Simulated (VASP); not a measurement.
The system is Te2Mo.

```
CELL_PARAMETERS angstrom
3.56565 0.00000 0.00000
-1.78283 3.08795 0.00000
0.00000 0.00000 14.64778
ATOMIC_POSITIONS crystal
Te 0.33333 0.66667 0.62782
Te 0.66667 0.33333 0.12782
Te 0.66667 0.33333 0.37218
Te 0.33333 0.66667 0.87218
Mo 0.33333 0.66667 0.25000
Mo 0.66667 0.33333 0.75000
```

The cell is a database's computed one.

| Property | Result |
| --- | --- |
| Program | VASP 6.6.1 |
| Task | relaxation of cell and atoms |
| Functional | PBEsol |
| Potentials or basis | VASP PAW PBE potentials, release 64 (Te, Mo_sv) |
| Cutoff | 600 eV |
| k mesh | 9 × 9 × 2 |
| Occupations | gaussian, width 0.02 eV |
| Spin | no spin polarisation |

At the start: pressure -2.8 GPa; volume 26.88 Å³/atom.

**Question.** Where does the relaxation end?

**Answer.** Over 20 steps the energy falls by 15.9 meV/atom and the volume is 24.68 Å³/atom (-8.2 %); space group P6_3/mmc (No. 194, to 0.05 Å).

The path:
```tsv
step	energy change (eV)	largest force (eV/Å)	pressure (GPa)	volume (Å³)
1	0.0000	0.0857	-2.76	161.28
2	0.0184	0.8591	4.11	150.69
3	-0.0490	0.3297	0.17	156.27
4	-0.0679	0.0870	-0.07	154.99
5	-0.0680	0.0769	-0.08	154.94
6	-0.0701	0.0766	-0.10	154.59
7	-0.0763	0.0745	-0.06	153.56
8	-0.0867	0.0715	0.01	151.49
9	-0.0947	0.0626	0.37	147.35
10	-0.0933	0.1088	-0.53	147.74
11	-0.0952	0.0039	0.06	147.48
12	-0.0954	0.0035	0.05	147.58
13	-0.0955	0.0195	0.01	147.79
14	-0.0956	0.0076	0.02	147.95
15	-0.0956	0.0035	0.03	148.01
16	-0.0956	0.0048	0.06	148.12
17	-0.0956	0.0006	0.02	148.06
18	-0.0956	0.0018	0.02	148.03
19	-0.0956	0.0032	-0.03	148.10
20	-0.0956	0.0032	-0.02	148.09
```

Final structure:
```cif
data_structure
_symmetry_space_group_name_H-M 'P 1'
_symmetry_Int_Tables_number 1
_cell_length_a 3.4940
_cell_length_b 3.4940
_cell_length_c 14.0078
_cell_angle_alpha 90.000
_cell_angle_beta 90.000
_cell_angle_gamma 120.000
_cell_volume 148.09
loop_
_atom_site_label
_atom_site_type_symbol
_atom_site_fract_x
_atom_site_fract_y
_atom_site_fract_z
_atom_site_occupancy
Te1 Te 0.33333 0.66667 0.62096 1
Te2 Te 0.66667 0.33333 0.12096 1
Te3 Te 0.66667 0.33333 0.37904 1
Te4 Te 0.33333 0.66667 0.87904 1
Mo1 Mo 0.33333 0.66667 0.25000 1
Mo2 Mo 0.66667 0.33333 0.75000 1
```

Caveat: the PAW data sets were made with another functional, which shifts forces and pressure a little; this functional lacks dispersion, which binds the layers, so the pressure and a relaxed spacing across them are unreliable.
